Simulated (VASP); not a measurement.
Set up this calculation in VASP 6.6.1, as the native input.

```
Task                   : relaxation of cell and atoms
Functional             : r2SCAN
Potentials or basis    : VASP PAW PBE potentials, release 64 (Zn, S)
Cutoff                 : 600 eV
k mesh                 : 8 × 8 × 5
Occupations            : gaussian, width 0.05 eV
Spin                   : no spin polarisation
Further INCAR settings : ALGO = Normal; EDIFF = 1e-06; IBRION = 2; EDIFFG = -0.02; NSW = 60; ISIF = 3
```

The structure of ZnS (Wurtzite-2H) lies in POSCAR:

```
ZnS
1.0
    3.8110000000      0.0000000000      0.0000000000
   -1.9055000000      3.3004228138      0.0000000000
    0.0000000000      0.0000000000      6.2340000000
Zn S
2 2
Direct
    0.6666666667      0.3333333333      0.5000000000
    0.3333333333      0.6666666667      0.0000000000
    0.6666666667      0.3333333333      0.8850000000
    0.3333333333      0.6666666667      0.3850000000
```

The input as run:

INCAR

```
SYSTEM = ZnS
PREC     = Accurate       ! precision mode
ENCUT    = 600            ! plane-wave cutoff, eV
EDIFF    = 1E-6           ! SCF threshold, eV
ISMEAR   = 0              ! smearing method
SIGMA    = 0.05           ! smearing width, eV
LREAL    = .FALSE.        ! projectors in reciprocal space
LASPH    = .TRUE.         ! aspherical terms in the spheres
NELM     = 100            ! most SCF steps
ALGO     = Normal         ! electronic algorithm
ISIF     = 3              ! what is computed and relaxed
LWAVE    = .FALSE.        ! write WAVECAR
LCHARG   = .FALSE.        ! write CHGCAR
METAGGA  = R2SCAN         ! meta-GGA
LMIXTAU  = .TRUE.       
IBRION   = 2              ! ionic algorithm
NSW      = 60             ! ionic steps
EDIFFG   = -0.02          ! ionic threshold
```

KPOINTS

```
Automatic mesh
0
G
  8 8 5
  0 0 0
```

Potentials or basis: VASP PAW PBE potentials, release 64 (Zn, S).

The run is started by

```sh
$ cat potpaw_PBE.64/Zn/POTCAR potpaw_PBE.64/S/POTCAR > POTCAR
$ mpirun -np 1 vasp_std > vasp.out
```

Results of the run:

| Quantity | Value |
| --- | --- |
| Relaxed volume | 19.58 Å³/atom |
| Relaxed cell | a = 3.807 Å, b = 3.807 Å, c = 6.240 Å, α = 90.00°, β = 90.00°, γ = 120.00° |
| Space group after relaxing (to 0.05 Å) | P6_3mc (No. 186) |
| Energy gained by relaxing | 5.5 meV/atom |
| Ionic steps | 9 |
| Pressure after relaxing | 0.1 GPa |
| Largest force after relaxing | 0.005 eV/Å |
| Band gap on the k mesh | 2.79 eV, direct |

Caveat: the PAW data sets were made with another functional, which shifts forces and pressure a little.

Wall time 15 min on 1 thread of AMD EPYC 9R45 96-Core Processor (Zen 5), on a shared host, peak memory 0.23 GiB.
